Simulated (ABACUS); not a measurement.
Write the native input for ABACUS 3.10.1 that does the following.

| Property | Result |
| --- | --- |
| Task | single point |
| Functional | rSCAN |
| Potentials or basis | SG15 ONCV 1.2 PBE |
| Cutoff | 1306 eV |
| Density cutoff | 5225 eV |
| Basis | plane waves |
| k mesh | 4 × 4 × 4 |
| Occupations | fermi-dirac, width 0.05 eV |
| Spin | no spin polarisation |
| Radial cutoff of the potentials (pseudo_rcut) | 10 bohr |
| SCF threshold on the density | 1e-08 |
| Max SCF steps | 100 |
| Eigensolver | dav |
| Mixing | broyden |
| Mixing share | 0.7 |
| Symmetry key | 1 |
| Bands | 25 |

TePb:

```
Pb Te
1.0
     0.00000    3.23100    3.23100
     3.23100    0.00000    3.23100
     3.23100    3.23100    0.00000
Pb Te
1 1
Direct
  0.00000 0.00000 0.00000
  0.50000 0.50000 0.50000
```

One way to write it, as run:

INPUT

```
INPUT_PARAMETERS
suffix              TePb
calculation         scf
basis_type          pw
pseudo_dir          ./
symmetry            1
dft_functional      MGGA_X_RSCAN+MGGA_C_RSCAN
ecutwfc             96
pseudo_rcut         10
nspin               1
nbands              25
ks_solver           dav
smearing_method     fd
smearing_sigma      0.00367493
scf_thr             1e-08
scf_nmax            100
mixing_type         broyden
mixing_beta         0.7
cal_force           1
cal_stress          1
mixing_tau          1
out_chg             1
out_pot             2
out_elf             1
```

STRU

```
ATOMIC_SPECIES
Pb 207.2000 Pb_ONCV_PBE-1.2.upf
Te 127.6000 Te_ONCV_PBE-1.2.upf

LATTICE_CONSTANT
1.8897261246

LATTICE_VECTORS
0.0000000000 3.2310000000 3.2310000000
3.2310000000 0.0000000000 3.2310000000
3.2310000000 3.2310000000 0.0000000000

ATOMIC_POSITIONS
Cartesian

Pb
0.0
1
0.0000000000 0.0000000000 0.0000000000 1 1 1

Te
0.0
1
3.2310000000 3.2310000000 3.2310000000 1 1 1
```

KPT

```
K_POINTS
0
Gamma
4 4 4 0 0 0
```

Potentials or basis: SG15 ONCV 1.2 PBE, plane waves.

The run is started by

```console
$ OMP_NUM_THREADS=1 mpirun -np 4 abacus > log
```

Results of the run:

```yaml
Pressure: 0.4 GPa
Band_gap_on_the_k_mesh: 1.10 eV, direct
```

Caveat: the k mesh is coarse (spacing up to 0.42 Å⁻¹), so the values aren't converged; the potentials were made for another functional, which shifts forces and pressure; spin-orbit coupling is left out, which as a rule narrows the gap of such compounds by several tenths of an eV.

Wall time 23 s on 4 MPI ranks on AMD EPYC 9R14 (Zen 4), on a shared host, peak memory 0.36 GiB a rank.
